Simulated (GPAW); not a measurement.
Runs of GPAW 26.7.0 on FeO (Wuestite). The structure is trigonal, space group R-3m (No. 166). Conventional cell: a = 3.038 Å, b = 3.038 Å, c = 7.559 Å, α = 90.00°, β = 90.00°, γ = 120.00°. Fe (site symmetry -3m) has 6 O at 2.16 Å as nearest neighbours. O (site symmetry -3m) has 6 Fe at 2.16 Å as nearest neighbours. 

```tsv
level	potentials or basis	eigensolver	pressure (GPa)	moment (μB)
PBEsol	PAW data sets generated in the run's folder for this functional, pw	-	(a)	4.01
TPSS	GPAW PAW data sets (gpaw-data 1.2.1), pw	davidson	-4.3	4.01
vdW-DF2	GPAW PAW data sets (gpaw-data 1.2.1), pw	-	-	3.99
PBE	GPAW PAW data sets (gpaw-data 1.2.1), pw	-	(b)	4.00
SCAN	GPAW PAW data sets (gpaw-data 1.2.1), pw	-	-6.4	4.01
RPBE	the program's PAW data sets (release 1.2.1) made for this functional, pw	-	5.6	4.00
LDA	the program's PAW data sets (release 1.2.1) made for this functional, pw	-	-16.3	4.00
revPBE	the program's PAW data sets (release 1.2.1) made for this functional, pw	-	4.1	4.00
vdW-DF-cx	GPAW PAW data sets (gpaw-data 1.2.1), pw	-	-	4.00
```

Alike in all rows: task band structure; spin collinear, ferromagnetic start; cell as given; k mesh 7 × 7 × 7; cutoff (eV) 800; smearing fermi-dirac 0.05 eV; the mesh is coarse, so values aren't converged.

**Question.** Estimate the missing entries.

**Answer.** (a) -8.0; (b) -0.2.

Caveats: all runs use coarse meshes; a cell with one magnetic atom can't hold antiferromagnetic order, which such compounds often take; the PAW data sets were made with another functional, which shifts forces and pressure a little (some runs).
